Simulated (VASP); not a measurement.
## How a change of volume changes BN (F-43m)

Strain engineering needs slopes: what does a change of volume do to the lattice and the band edges of BN?

Method: LDA; plane waves and PAW (B, N), in the first sound run; inputs show where later runs differ, in VASP 6.6.1.

## Step 1: The structure

Symmetry: F-43m, No. 216, cubic system. Conventional cell: a = 3.616 Å, b = 3.616 Å, c = 3.616 Å, α = 90.00°, β = 90.00°, γ = 90.00°. Nearest to B lie 4 N at 1.57 Å. Nearest to N lie 4 B at 1.57 Å. Farther neighbours and most contacts between anions are not listed.

## Step 2: Relax the crystal, LDA

The series starts from the cell that this level prefers, so that zero strain is near zero stress.

This step took 2 runs in a row; the last is shown.

Level: LDA; plane waves and PAW (B, N).

Input file INCAR:

```
SYSTEM = BN
PREC = Accurate
ENCUT = 600
EDIFF = 1E-07
NELM = 120
ISMEAR = 0
SIGMA = 0.02
LREAL = .FALSE.
ALGO = Normal
GGA = CA
NBANDS = 10
LASPH = .TRUE.
LORBIT = 11
LWAVE = .FALSE.
LCHARG = .FALSE.
KPAR = 16
IBRION = 2
NSW = 40
ISIF = 3
EDIFFG = -0.005
POTIM = 0.4
```

Input file POSCAR:

```
BN
1.0
    0.0000000000      1.7913124887      1.7913124887
    1.7913124887      0.0000000000      1.7913124887
    1.7913124887      1.7913124887      0.0000000000
B N
1 1
Direct
    0.0000000000      0.0000000000      0.0000000000
    0.2500000000      0.2500000000      0.2500000000
```

Input file KPOINTS:

```
Automatic mesh
0
Gamma
14 14 14
0 0 0
```

The projector-augmented-wave data sets are B and N (LDA family, release 64).

Started as:

```sh
mpirun -np 16 vasp_std
```

What it wrote:

```text
[banner, memory and clock lines left out]
running   16 mpi-ranks, on    1 nodes
[...]
|                                                                             |
|           W    W    AA    RRRRR   N    N  II  N    N   GGGG   !!!           |
|           W    W   A  A   R    R  NN   N  II  NN   N  G    G  !!!           |
|           W    W  A    A  R    R  N N  N  II  N N  N  G       !!!           |
|           W WW W  AAAAAA  RRRRR   N  N N  II  N  N N  G  GGG   !            |
|           WW  WW  A    A  R   R   N   NN  II  N   NN  G    G                |
|           W    W  A    A  R    R  N    N  II  N    N   GGGG   !!!           |
|                                                                             |
|     For optimal performance we recommend to set                             |
|       NCORE = 2 up to number-of-cores-per-socket                            |
|     NCORE specifies how many cores store one orbital (NPAR=cpu/NCORE).      |
|     This setting can greatly improve the performance of VASP for DFT.       |
[...]
|     Unfortunately you need to use the default for GW and RPA                |
|     calculations (for HF NCORE is supported but not extensively tested      |
|     yet).                                                                   |
|                                                                             |

 LDA part: xc-table for (Slater(with rela. corr.)+CA(PZ))
 , standard interpolation
 POSCAR, INCAR and KPOINTS ok, starting setup
[...]
entering main loop
       N       E                     dE             d eps       ncg     rms          rms(c)
DAV:   1     0.109638735759E+02    0.10964E+02   -0.55379E+03  2114   0.887E+02
DAV:   2    -0.201365324260E+02   -0.31100E+02   -0.30342E+02  2490   0.172E+02
DAV:   3    -0.205964892823E+02   -0.45996E+00   -0.45904E+00  2446   0.185E+01
DAV:   4    -0.205971144818E+02   -0.62520E-03   -0.62518E-03  2254   0.767E-01
[...]
DAV:  10    -0.194164105011E+02    0.15730E-04   -0.44267E-05  2334   0.673E-02    0.138E-02
DAV:  11    -0.194164109778E+02   -0.47675E-06   -0.17733E-06  2318   0.968E-03    0.613E-03
DAV:  12    -0.194164109081E+02    0.69727E-07   -0.50014E-07  2238   0.445E-03
   1 F= -.19416411E+02 E0= -.19416411E+02  d E =-.194164E+02
[...]
reached required accuracy - stopping structural energy minimisation
```

The job ended after 1.6 s (16 MPI ranks of Intel Xeon 6975P-C (Granite Rapids), shared host; peak memory 1.9 GiB).

Lines that name or quote the potential files are left out of all logs, and their timing lines are given in words.

From OUTCAR (step 2):

```text
  Total        0.0020121      0.0020121      0.0020121     -0.0000000      0.0000000     -0.0000000
  in kB        0.2804309      0.2804309      0.2804309     -0.0000000      0.0000000     -0.0000000
  external PRESSURE =       0.2804309 kB  Pullay stress =       0.0000000 kB

 POSITION                                       TOTAL-FORCE (eV/Angst)
 -----------------------------------------------------------------------------------
      0.00000      0.00000      0.00000         0.000000      0.000000      0.000000
      0.89566      0.89566      0.89566        -0.000000     -0.000000     -0.000000
 -----------------------------------------------------------------------------------
    total drift:                               -0.000000     -0.000000     -0.000000

  FREE ENERGIE OF THE ION-ELECTRON SYSTEM (eV)
  ---------------------------------------------------
  free  energy   TOTEN  =       -19.4164109081 eV

  energy  without entropy=      -19.4164109081  energy(sigma->0) =      -19.41641091

 reached required accuracy - stopping structural energy minimisation

[... 3 further parts left out ...]
[key lines of the parts left out:]
E-fermi :   7.8891
```

Read from the output:

* energy(sigma→0) of the program: -19.4164 eV
* stress, compression positive: xx, yy, zz 0.03, 0.03, 0.03 GPa
* volume: 11.496 Å³
* ionic steps: 1

## Step 3: Relax at fixed volume, LDA

One member in full: the volume is scaled by 1.045, and the cell is held.

Level: LDA; plane waves and PAW (B, N).

Changes to INCAR since step 2:

```diff
@@ -15,7 +15,8 @@
 LCHARG = .FALSE.
-KPAR = 16
+KPAR = 4
 IBRION = 2
 NSW = 40
-ISIF = 3
-EDIFFG = -0.005
+ISIF = 2
+EDIFFG = -0.004
 POTIM = 0.4
+MAXMIX = 40
```

Input file POSCAR:

```
BN
1.0
    0.0000000000      1.8177889142      1.8177889142
    1.8177889142      0.0000000000      1.8177889142
    1.8177889142      1.8177889142      0.0000000000
B N
1 1
Direct
    0.0000000000      0.0000000000      0.0000000000
    0.2500000000      0.2500000000      0.2500000000
```

KPOINTS is that of step 2.

Started as:

```sh
mpirun -np 4 vasp_std
```

What it wrote:

```text
[banner, memory and clock lines left out]
running    4 mpi-ranks, on    1 nodes
[...]
LDA part: xc-table for (Slater(with rela. corr.)+CA(PZ))
 , standard interpolation
 POSCAR, INCAR and KPOINTS ok, starting setup
[...]
entering main loop
       N       E                     dE             d eps       ncg     rms          rms(c)
DAV:   1     0.979663790280E+01    0.97966E+01   -0.54784E+03  2176   0.885E+02
DAV:   2    -0.200561565483E+02   -0.29853E+02   -0.28735E+02  2516   0.165E+02
DAV:   3    -0.204895311303E+02   -0.43337E+00   -0.43275E+00  2440   0.177E+01
DAV:   4    -0.204900423882E+02   -0.51126E-03   -0.51125E-03  2268   0.736E-01
[...]
DAV:  10    -0.193905077311E+02    0.16256E-04   -0.49038E-05  2360   0.696E-02    0.135E-02
DAV:  11    -0.193905082498E+02   -0.51865E-06   -0.20349E-06  2298   0.102E-02    0.640E-03
DAV:  12    -0.193905081702E+02    0.79596E-07   -0.57738E-07  2234   0.469E-03
   1 F= -.19390508E+02 E0= -.19390508E+02  d E =-.193905E+02
[...]
reached required accuracy - stopping structural energy minimisation
```

Elapsed: 2.8 s, on 4 MPI ranks; peak memory 0.46 GiB; 8.2 s of CPU time.

From OUTCAR (step 3):

```text
  Total       -1.2257336     -1.2257336     -1.2257336      0.0000000      0.0000000      0.0000000
  in kB     -163.4731135   -163.4731135   -163.4731135      0.0000000      0.0000000      0.0000000
  external PRESSURE =    -163.4731135 kB  Pullay stress =       0.0000000 kB

 POSITION                                       TOTAL-FORCE (eV/Angst)
 -----------------------------------------------------------------------------------
      0.00000      0.00000      0.00000         0.000000     -0.000000     -0.000000
      0.90889      0.90889      0.90889        -0.000000      0.000000      0.000000
 -----------------------------------------------------------------------------------
    total drift:                               -0.000000     -0.000000     -0.000000

  FREE ENERGIE OF THE ION-ELECTRON SYSTEM (eV)
  ---------------------------------------------------
  free  energy   TOTEN  =       -19.3905081702 eV

  energy  without entropy=      -19.3905081702  energy(sigma->0) =      -19.39050817

[... 2 parts as in an earlier step ...]

[... 2 further parts left out ...]
[key lines of the parts left out:]
E-fermi :   7.3947
```

Numbers from this step:

- energy(sigma→0) of the program: -19.3905 eV
- stress, compression positive: xx, yy, zz -16.35, -16.35, -16.35 GPa
- ionic steps: 1

(Part 1 of 3 ends here.)

[Lines on the potential files, build, host, timing and source positions are cut from VASP's logs without a mark.]

[Logs are printed without paths, hosts, clocks, repeated set-up lines and the standing remarks that a program may print on its own settings, such as how far it seeks lower states.]

[Hosts, paths, dates, database ids (printed as entryN), source tags and the programs' standing remarks are cut or masked in the printed files.]

[In band tables of VASP the shares of atoms and orbitals are scaled to a sum of 1 inside the atoms' spheres.]
